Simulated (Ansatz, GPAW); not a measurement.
# CdF2 and the functional, program beside program

The structure is cubic, space group Fm-3m (No. 225). The conventional cell has a = 5.388 Å, b = 5.388 Å, c = 5.388 Å, α = 90.00°, β = 90.00°, γ = 90.00°. Cd (site symmetry m-3m) has 8 F at 2.33 Å as nearest neighbours. F (site symmetry -43m) has 4 Cd at 2.33 Å as nearest neighbours.

Kept alike: task band structure; k mesh 9 × 9 × 9; occupations fermi-dirac, width 0.05 eV; no spin polarisation. The mesh is that of the run's cell of 3 atoms. No spin-orbit coupling.

- A: Ansatz, Ansatz PAW, made for PBE, cutoff 420 to 500 eV
- B: GPAW; the program's PAW data sets (release 1.2.1) made for this functional (LDA); GPAW PAW data sets (gpaw-data 1.2.1) (PBE, r2SCAN); PAW data sets generated for this functional (PBEsol), cutoff 800 eV

| functional | A: pressure (GPa) | B: pressure (GPa) |
| --- | --- | --- |
| LDA | -5.70 | -7.56 |
| PBE | 5.46 | 3.58 |
| PBEsol | -0.25 | -2.11 |
| r2SCAN | 0.03 | -1.82 |

Pressure is positive in compression; plane-wave values hold the error of the finite cutoff, which Ansatz corrects. Values on potentials made for another functional: some of A; some of B.

Task: How large is the effect of the functional, and do the programs agree on it?

Result: From LDA to PBE the pressure moves by +11.16 in A, +11.14 in B (GPa). Row by row the programs differ by 1.85 to 1.88, and over this span the shifts, as printed, agree within 1 %. Shifts from LDA: PBE +11.16, +11.14; PBEsol +5.45, +5.45; r2SCAN +5.73, +5.74; the programs' shifts differ by up to 0.02.
